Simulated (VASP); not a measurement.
# Settings for Pb: self-consistent run

Pb, Imma (no. 74), 2 atoms in the cell. PBE; PAW potentials Pb_d (PBE set). VASP 6.6.1. The cell is changed on purpose: last atom moved by 0.04 Å along z, cell strained by +1.5% along z.

Wanted: energy within 2 meV/atom; forces within 0.01 eV/Å.

What the run is for: forces; Accuracy asked: standard.

POSCAR:
```
Pb
1.0
    0.0000000000      3.4390000555      3.4905850563
    3.4390000555      0.0000000000      3.4905850563
    3.4390000555      3.4390000555      0.0000000000
Pb
2
Direct
    0.2500000000      0.2500000000      0.2500000000
    0.0058156400      0.0058156400     -0.0058156400
```

The series start from Plane-wave cutoff (eV): 310; Smearing width (eV): 0.03; k-point mesh: 9 × 9 × 9; Precision mode (PREC): Accurate; Electronic threshold (eV): 1e-6; Bands in all (NBANDS): 24; Aspherical gradient terms in the spheres (LASPH): yes; Electronic algorithm: ALGO=Normal; Delay and inner steps: defaults; Use of symmetry (ISYM): defaults. Each series keeps the choices made before it, and each single choice may use up half of a tolerance.

## Plane-wave cutoff (eV)

| Plane-wave cutoff (eV) | Energy less reference (meV/atom) | Forces, largest deviation (eV/Å) | SCF iterations | Time (s) |
|---|---|---|---|---|
| 190 | 266.0 | 0.008 | 12 | 7.6 |
| 240 | 1.8 | 0.001 | 12 | 14 |
| 280 | 1.1 | 0.000 | 12 | 17 |
| 310 | 0.9 | 0.000 | 12 | 31 |
| 360 | 1.5 | 0.000 | 12 | 26 |
| 420 | -0.3 | 0.000 | 12 | 38 |
| 500 | 0.1 | 0.000 | 12 | 39 |
| 620 (reference) | 0.0 | 0.000 | 12 | 67 |

Chosen: 420, the loosest value from which every tighter one stays within half of the tolerance.

## Smearing width (eV)

| Smearing width (eV) | Energy less reference (meV/atom) | Forces, largest deviation (eV/Å) | SCF iterations | Time (s) |
|---|---|---|---|---|
| 0.15 | 1.7 | 0.010 | 12 | 31 |
| 0.1 | 0.5 | 0.008 | 12 | 31 |
| 0.07 | 0.1 | 0.004 | 12 | 36 |
| 0.05 | -0.1 | 0.001 | 12 | 45 |
| 0.03 | -0.1 | 0.002 | 12 | 38 |
| 0.02 (reference) | 0.0 | 0.000 | 12 | 43 |

Chosen: 0.07.

## k-point mesh

| k-point mesh | Energy less reference (meV/atom) | Forces, largest deviation (eV/Å) | SCF iterations | Time (s) |
|---|---|---|---|---|
| 3 × 3 × 3 | 204.2 | 0.202 | 12 | 7.3 |
| 4 × 4 × 4 | 67.3 | 0.104 | 12 | 11 |
| 5 × 5 × 5 | 21.0 | 0.044 | 12 | 14 |
| 6 × 6 × 6 | 4.5 | 0.021 | 12 | 17 |
| 8 × 8 × 8 | -2.3 | 0.008 | 12 | 24 |
| 9 × 9 × 9 | -1.6 | 0.011 | 12 | 36 |
| 11 × 11 × 11 | 0.1 | 0.000 | 12 | 60 |
| 13 × 13 × 13 (reference) | 0.0 | 0.000 | 12 | 108 |

Chosen: 11 × 11 × 11.

## Precision mode (PREC)

| Precision mode (PREC) | Energy less reference (meV/atom) | Forces, largest deviation (eV/Å) | SCF iterations | Time (s) |
|---|---|---|---|---|
| Low | -2.5 | 0.001 | 12 | 36 |
| SingleN | -2.5 | 0.001 | 12 | 28 |
| Normal | 0.0 | 0.000 | 12 | 25 |
| Accurate (reference) | 0.0 | 0.000 | 12 | 60 |

Chosen: Normal.

## Electronic threshold (eV)

| Electronic threshold (eV) | Energy less reference (meV/atom) | Forces, largest deviation (eV/Å) | SCF iterations | Time (s) |
|---|---|---|---|---|
| 0.001 | 0.0 | 0.002 | 9 | 19 |
| 0.0001 | 0.0 | 0.000 | 10 | 22 |
| 1e-5 | 0.0 | 0.000 | 11 | 22 |
| 1e-6 | 0.0 | 0.000 | 12 | 25 |
| 1e-7 | 0.0 | 0.000 | 12 | 26 |
| 1e-8 (reference) | 0.0 | 0.000 | 14 | 28 |

Chosen: 0.001.

## Bands in all (NBANDS)

| Bands in all (NBANDS) | Energy less reference (meV/atom) | Forces, largest deviation (eV/Å) | SCF iterations | Time (s) |
|---|---|---|---|---|
| 15 | 0.0 | 0.001 | 9 | 12 |
| 16 | 0.0 | 0.001 | 9 | 13 |
| 18 | 0.0 | 0.001 | 9 | 14 |
| 20 | 0.0 | 0.001 | 9 | 15 |
| 24 | 0.0 | 0.001 | 9 | 19 |
| 34 (reference) | 0.0 | 0.000 | 9 | 27 |

Chosen: 15.

## Aspherical gradient terms in the spheres (LASPH)

| Aspherical gradient terms in the spheres (LASPH) | Energy less reference (meV/atom) | Forces, largest deviation (eV/Å) | SCF iterations | Time (s) |
|---|---|---|---|---|
| yes | 0.0 | 0.000 | 9 | 12 |
| no | 0.2 | 0.000 | 9 | 12 |

Chosen: yes; no other choice that stays within half of the tolerance saves 30 % of the time.

## Electronic algorithm

| Electronic algorithm | Energy less reference (meV/atom) | Forces, largest deviation (eV/Å) | SCF iterations | Time (s) |
|---|---|---|---|---|
| ALGO=Normal | 0.0 | 0.000 | 9 | 12 |
| ALGO=Fast | 0.1 | 0.001 | 9 | 12 |
| ALGO=VeryFast | 4.1 | 0.018 | 16 | 16 |
| ALGO=All ISEARCH=1 | 0.1 | 0.005 | 9 | 12 |
| ALGO=All ISEARCH=0 | 0.1 | 0.005 | 9 | 13 |
| ALGO=Damped TIME=0.4 | 1.6 | 0.013 | 19 | 20 |
| ALGO=Damped TIME=0.1 | 2.0 | 0.011 | 32 | 29 |

Chosen: ALGO=Normal.

## Delay and inner steps

| Delay and inner steps | Energy less reference (meV/atom) | Forces, largest deviation (eV/Å) | SCF iterations | Time (s) |
|---|---|---|---|---|
| defaults | 0.0 | 0.000 | 9 | 12 |
| NELMDL=-2 | 0.0 | 0.003 | 8 | 12 |
| NELMDL=-8 | 0.0 | 0.000 | 12 | 16 |
| NELMDL=-12 | 0.0 | 0.000 | 16 | 18 |
| NRMM=2 | 0.0 | 0.002 | 9 | 13 |
| NRMM=6 | 0.0 | 0.000 | 9 | 14 |
| WEIMIN=0.001 | 0.0 | 0.000 | 9 | 14 |

Chosen: defaults.

## Use of symmetry (ISYM)

| Use of symmetry (ISYM) | Energy less reference (meV/atom) | Forces, largest deviation (eV/Å) | SCF iterations | Time (s) |
|---|---|---|---|---|
| defaults | 0.0 | 0.000 | 9 | 12 |
| ISYM=1 | 0.0 | 0.000 | 9 | 13 |
| ISYM=0 | 0.0 | 0.000 | 9 | 37 |
| ISYM=-1 | 0.0 | 0.000 | 9 | 71 |

Chosen: defaults.

## All choices together

| Input | Energy less reference (meV/atom) | Forces, largest deviation (eV/Å) | Time (s) |
|---|---|---|---|
| the program's defaults (naive) | 64.8 | 0.123 | 2.2 |
| chosen settings | -0.3 | 0.003 | 12 |
| reference settings throughout | 0.0 | 0.000 | 212 |

The tolerance is met.

Values of the reference run: Forces: 0, 0, 0.2007, 0, 0, -0.2007 eV/Å.

## The input

INCAR:
```
SYSTEM = Pb
ALGO = Normal
EDIFF = 0.001
ENCUT = 420
GGA = PE
GGA_COMPAT = .False.
ISIF = 2
ISMEAR = -1
KPAR = 4
LASPH = .True.
LCHARG = .False.
LREAL = .False.
LWAVE = .False.
NBANDS = 15
NELM = 120
PREC = Normal
SIGMA = 0.07
```

KPOINTS:
```
Automatic mesh
0
Gamma
  11 11 11
  0 0 0
```

Commands:
```
cat potpaw_PBE.64/Pb_d/POTCAR > POTCAR
mpirun -np 4 vasp_std > vasp.out
```

The chosen input took VASP 6.6.1 12 s on 4 cores (Intel Xeon Platinum 8488C (Sapphire Rapids)), a shared host.

## An input that fails: mixing far too strong

The electronic loop stops at its limit of 77 steps.

Changes against the starting input:
```
- NELM = 120
+ NELM = 77
+ IMIX = 1
+ AMIX = 1.5
+ BMIX = 0.0001
```
